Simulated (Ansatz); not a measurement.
# WS2 in Ansatz: reference runs

Reference runs on WS2: the cell as given and a disturbed copy.

Program: Ansatz 0.2.0. These are calculated values, not measurements. Logs are shortened: lines on timing, memory, paths and dates and some standing lists are left out, and cuts for length are marked.

## 1. Starting point

The cell holds a slab with vacuum, 6 atoms: a = 3.183 Å, b = 3.183 Å, c = 23.669 Å, α = 90.00°, β = 90.00°, γ = 120.00°.

## 2. Single point, PBE

input.yaml reads:

```yaml
crystal:
  lattice:
    - [3.1832085602, 0.0, 0.0]
    - [-1.5916042801, 2.7567394786, 0.0]
    - [0.0, 0.0, 23.66876325]
  atoms:
    - { symbol: W, position: [0.6666666667, 0.3333333333, 0.36268246] }
    - { symbol: W, position: [0.3333333333, 0.6666666667, 0.63731754] }
    - { symbol: S, position: [0.6666666667, 0.3333333333, 0.70318389] }
    - { symbol: S, position: [0.3333333333, 0.6666666667, 0.42855817] }
    - { symbol: S, position: [0.6666666667, 0.3333333333, 0.57144183] }
    - { symbol: S, position: [0.3333333333, 0.6666666667, 0.29681611] }
kpoints:
  mp_grid: { grid: [10, 10, 2] }
scf:
  occupations: { method: fermi_dirac, width: 0.05 }
hamiltonian:
  xc: pbe
  pseudopotentials: { kind: all_electron, lapw: { basis_error: 0.001 } }
output:
  forces: true
  stress: true
  eigenvalues: true
  populations: true
```

Potentials or basis: all-electron LAPW, scalar-relativistic.

The run is started by

```console
$ ansatz run input.yaml --threads 4 --pin off --max-ram 12288MiB --backend cpu --events-out ev --progress --plain --runs-dir out
```

Output:

```text
Warning: RAYON_NUM_THREADS=4 ignored (pool sized by the plan → 4); use --threads N
W: projections on atomic orbitals take those of the free atom 1s2 2s2 2p6 3s2 3p6 3d10 4s2 4p6 4d10 4f14 5s2 5p6 5d4 6s2, of charge +0.00 (hamiltonian.pseudopotentials.projection_atoms)
S: projections on atomic orbitals take those of the free atom 1s2 2s2 2p6 3s2 3p4, of charge +0.00 (hamiltonian.pseudopotentials.projection_atoms)
LAPW: plane waves up to 8.622 Å⁻¹, error target 1.0e-3 eV per atom; small_component_spin mean_spin; S in spheres of 1.034 Å, 14 of its electrons in bands, Dirac shells []; W in spheres of 1.376 Å, 44 of its electrons in bands, Dirac shells [] (how accurate: hamiltonian.pseudopotentials.lapw.basis_error, Limitations)
Engine: ansatz 0.2.0, x86_64-unknown-linux-gnu
Pseudopotentials: kind: all_electron
Pseudopotential: W, LAPW, valence charge 44, lapw/all_electron/scalar/gaussian/W, Koelling and Harmon's equation, gaussian nucleus
Pseudopotential: S, LAPW, valence charge 14, lapw/all_electron/scalar/gaussian/S, Koelling and Harmon's equation, gaussian nucleus
Functional definition: PBE
  parameter kappa = 0.804
  parameter beta = 0.06672455060314922
  exchange = pbe_x(kappa = kappa, mu = beta*pi^2/3)
  correlation = pbe_c(beta = beta)
Crystal: 6 atoms, lattice volume = 207.700 Å³
Basis set: ecut = 283.20536553952263 eV, 2303 PW (Γ), exchange–correlation at level 2
[... 42 lines left out ...]
  atom   1  W      0.00000000     0.00000000    -0.01199956
  atom   2  W      0.00000000    -0.00000000     0.01199956
  atom   3  S      0.00000000    -0.00000000     0.27509278
  atom   4  S      0.00000000     0.00000000     0.23029162
  atom   5  S     -0.00000000    -0.00000000    -0.23029162
  atom   6  S     -0.00000000     0.00000000    -0.27509278
  max |Σ_I F_I| component: 5.55e-17 eV/Å
--- Stress (GPa, compression-positive) ---
        0.746254      -0.000000       0.000000
        0.000000       0.746254       0.000000
        0.000000       0.000000       1.503657
  P = ⅓ Tr σ = 0.9987 GPa (9.987 kbar)
--- Band table (eV; the first three rows and the last of 28) ---
  k-point 0: bands = ["-413.7675", "-413.7675", "-413.7669", "-413.7669", "-413.7669", "-413.7669", "-228.8321", "-228.8321", "-228.8321", "-228.8321", "-228.8227", "-228.8227", "-228.8227", "-228.8227", "-228.8107", "-228.8107", "-201.1928", "-201.1928", "-201.1889", "-201.1889", "-145.9827", "-145.9827", "-145.9827", "-145.9827", "-145.9794", "-145.9794", "-145.9794", "-145.9794", "-145.9375", "-145.9375", "-145.9327", "-145.9327", "-69.7175", "-69.7175", "-34.0069", "-34.0069", "-33.8562", "-33.8562", "-33.8562", "-33.8562", "-24.0042", "-24.0042", "-24.0042", "-24.0042", "-23.9980", "-23.9980", "-23.9822", "-23.9822", "-23.9822", "-23.9822", "-23.9802", "-23.9802", "-23.9786", "-23.9785", "-10.5991", "-10.5448", "-8.9507", "-8.8437", "-2.3062", "-1.9888", "1.3088", "1.3088", "1.3118", "1.3118", "1.7580", "2.5253", "2.5520", "2.5520", "2.5633", "2.5633", "4.0537", "4.5354", "7.1050", "7.1050", "7.1082", "7.1082", "7.2680", "7.2680", "7.3104", "7.3104", "9.2525", "9.3805", "9.6829", "9.8791", "10.8897", "12.2732", "12.7805"]
  k-point 1: bands = ["-413.7675", "-413.7675", "-413.7669", "-413.7669", "-413.7669", "-413.7669", "-228.8321", "-228.8321", "-228.8321", "-228.8321", "-228.8227", "-228.8227", "-228.8227", "-228.8227", "-228.8107", "-228.8107", "-201.1928", "-201.1928", "-201.1889", "-201.1889", "-145.9827", "-145.9827", "-145.9827", "-145.9827", "-145.9794", "-145.9794", "-145.9794", "-145.9794", "-145.9375", "-145.9375", "-145.9327", "-145.9327", "-69.7175", "-69.7175", "-34.0069", "-34.0069", "-33.8562", "-33.8562", "-33.8562", "-33.8562", "-24.0042", "-24.0042", "-24.0042", "-24.0042", "-23.9980", "-23.9980", "-23.9822", "-23.9822", "-23.9822", "-23.9822", "-23.9802", "-23.9802", "-23.9785", "-23.9785", "-10.5991", "-10.5448", "-8.9507", "-8.8437", "-2.3062", "-1.9888", "1.3088", "1.3088", "1.3118", "1.3118", "1.7580", "2.5253", "2.5520", "2.5520", "2.5633", "2.5633", "4.0537", "4.5354", "7.1050", "7.1050", "7.1082", "7.1082", "7.2680", "7.2680", "7.3104", "7.3104", "9.2932", "9.3183", "9.7381", "9.8457", "10.8901", "12.2358", "12.7779"]
  k-point 2: bands = ["-413.7675", "-413.7675", "-413.7669", "-413.7669", "-413.7669", "-413.7669", "-228.8321", "-228.8321", "-228.8321", "-228.8321", "-228.8227", "-228.8227", "-228.8227", "-228.8227", "-228.8107", "-228.8107", "-201.1928", "-201.1928", "-201.1889", "-201.1889", "-145.9827", "-145.9827", "-145.9827", "-145.9827", "-145.9794", "-145.9794", "-145.9794", "-145.9794", "-145.9375", "-145.9375", "-145.9327", "-145.9327", "-69.7159", "-69.7159", "-34.0010", "-34.0010", "-33.8889", "-33.8889", "-33.8638", "-33.8638", "-24.0043", "-24.0043", "-24.0038", "-24.0038", "-23.9970", "-23.9970", "-23.9828", "-23.9828", "-23.9825", "-23.9825", "-23.9813", "-23.9813", "-23.9781", "-23.9781", "-10.4351", "-10.3808", "-8.8897", "-8.7875", "-2.1129", "-1.7959", "0.8951", "0.9015", "1.3563", "1.4684", "1.4734", "1.7632", "2.3008", "2.3138", "2.7014", "3.0004", "3.9967", "4.3501", "6.8930", "6.9715", "6.9827", "7.0668", "7.1176", "7.1696", "7.4022", "7.4176", "9.6245", "9.7745", "10.2377", "10.4271", "11.1127", "12.4644", "12.9203"]
  k-point 27: bands = ["-413.7675", "-413.7675", "-413.7669", "-413.7669", "-413.7669", "-413.7669", "-228.8321", "-228.8321", "-228.8321", "-228.8321", "-228.8227", "-228.8227", "-228.8227", "-228.8227", "-228.8107", "-228.8107", "-201.1928", "-201.1928", "-201.1889", "-201.1889", "-145.9827", "-145.9827", "-145.9827", "-145.9827", "-145.9794", "-145.9794", "-145.9794", "-145.9794", "-145.9375", "-145.9375", "-145.9327", "-145.9327", "-69.6989", "-69.6989", "-34.1209", "-34.1209", "-34.0496", "-34.0496", "-33.9380", "-33.9380", "-24.0035", "-24.0035", "-24.0007", "-24.0007", "-23.9938", "-23.9938", "-23.9869", "-23.9869", "-23.9865", "-23.9865", "-23.9857", "-23.9857", "-23.9733", "-23.9733", "-8.1976", "-8.1853", "-8.0392", "-8.0281", "-1.5074", "-1.4688", "-1.3273", "-1.3091", "-0.0815", "-0.0813", "0.3123", "0.4025", "0.8556", "0.9699", "1.9274", "2.0066", "4.0284", "4.0804", "6.2057", "6.2139", "7.4434", "7.8200", "8.0399", "8.1798", "9.5772", "9.7234", "10.8212", "10.8657", "11.3243", "11.9231", "13.3392", "13.4757", "14.2223"]
--- Löwdin populations: 6 sites ---
  site symbol       q [e]
     0      W     73.5172
     1      W     73.5172
     2      S     16.1233
     3      S     16.1250
     4      S     16.1250
     5      S     16.1233
  spilling = 0.002212 (of n_electrons = 212.000000)
```

Wall time 61 s (4 threads of Intel Xeon at 2.50GHz (Skylake/Cascade Lake), shared host); peak memory 1.1 GiB.

Results:

```yaml
Free_energy: -921860.0953 eV
Largest_force: 0.275 eV/Å
Band_gap_on_the_k_mesh: 1.67 eV, indirect (least direct gap 2.13 eV)
```

Forces in eV/Å, atoms in the order of the input:
```
W    0.000  0.000 -0.012
W    0.000  0.000  0.012
S    0.000  0.000  0.275
S    0.000  0.000  0.230
S    0.000  0.000 -0.230
S    0.000  0.000 -0.275
```

Stress tensor (GPa, compression positive):
```
0.75 0.00 0.00
0.00 0.75 0.00
0.00 0.00 1.50
```

Levels at points of the mesh, in eV from the valence-band top:
```
             k point  band 68  band 69  band 70  band 71  band 72  band 73  band 74  band 75  band 76  band 77
  (0.00, 0.00, 0.00)    -1.98    -1.97    -1.97    -0.48     0.00     2.57     2.57     2.57     2.57     2.73
 (0.00, 0.00, -0.50)    -1.98    -1.97    -1.97    -0.48     0.00     2.57     2.57     2.57     2.57     2.73
 (0.00, -0.50, 0.00)    -2.40    -1.64    -1.59    -1.26    -1.22     2.52     2.53     2.95     3.03     3.61
(0.00, -0.50, -0.50)    -2.40    -1.64    -1.59    -1.26    -1.22     2.52     2.53     2.95     3.03     3.61
```

Caveat: spin-orbit coupling is left out, which moves the levels of the heavy elements.

## 3. Single point, PBE (atoms moved at random, drawn with an rms of 0.05 Å)

input.yaml reads:

```yaml
crystal:
  lattice:
    - [3.1832085602, 0.0, 0.0]
    - [-1.5916042801, 2.7567394786, 0.0]
    - [0.0, 0.0, 23.66876325]
  atoms:
    - { symbol: W, position: [0.660944, 0.346775, 0.362245] }
    - { symbol: W, position: [0.337846, 0.675557, 0.636595] }
    - { symbol: S, position: [0.68437, 0.33076, 0.703854] }
    - { symbol: S, position: [0.326792, 0.666594, 0.426958] }
    - { symbol: S, position: [0.668672, 0.332376, 0.570684] }
    - { symbol: S, position: [0.329418, 0.662574, 0.297356] }
kpoints:
  mp_grid: { grid: [10, 10, 2] }
scf:
  occupations: { method: fermi_dirac, width: 0.05 }
hamiltonian:
  xc: pbe
  pseudopotentials: { kind: all_electron, lapw: { basis_error: 0.001 } }
output:
  forces: true
  stress: true
  eigenvalues: true
  populations: true
```

Potentials or basis: all-electron LAPW, scalar-relativistic.

The run is started by

```console
$ ansatz run input.yaml --threads 4 --pin off --max-ram 12288MiB --backend cpu --events-out ev --progress --plain --runs-dir out
```

It took 8.2 min on 4 threads of Intel Xeon at 2.50GHz (Skylake/Cascade Lake), shared host; peak memory 2.6 GiB.

The run converged. Its results:

```yaml
Free_energy: -921860.0123 eV
Largest_force: 1.144 eV/Å
Band_gap_on_the_k_mesh: 1.53 eV, indirect (least direct gap 1.99 eV)
```

Forces in eV/Å, atoms in the order of the input:
```
W    0.612 -0.965 -0.063
W    0.669 -0.592  0.478
S   -0.563  0.294 -0.256
S   -0.218  0.425  0.820
S   -0.108  0.298 -0.168
S   -0.392  0.539 -0.811
```

Stress tensor (GPa, compression positive):
```
 1.13 -0.01 -0.36
-0.01  0.86 -0.13
-0.36 -0.13  2.09
```

Levels at points of the mesh, in eV from the valence-band top:
```csv
k point,band 70,band 71,band 72,band 73,band 74,band 75
"(0.00, 0.00, 0.00)",-1.69,-0.51,0.00,2.25,2.28,2.58
"(0.00, 0.00, -0.50)",-1.69,-0.51,0.00,2.25,2.28,2.58
"(0.00, -0.50, 0.00)",-1.61,-1.26,-1.17,2.48,2.50,2.92
"(0.00, -0.50, -0.50)",-1.61,-1.26,-1.17,2.48,2.50,2.92
"(-0.50, 0.00, 0.00)",-1.64,-1.23,-1.17,2.44,2.51,2.92
"(-0.50, 0.00, -0.50)",-1.64,-1.23,-1.17,2.44,2.51,2.92
"(-0.50, -0.50, 0.00)",-1.60,-1.36,-1.16,2.40,2.56,2.91
"(-0.50, -0.50, -0.50)",-1.60,-1.36,-1.16,2.40,2.56,2.91
```

Caveat: spin-orbit coupling is left out, which moves the levels of the heavy elements.
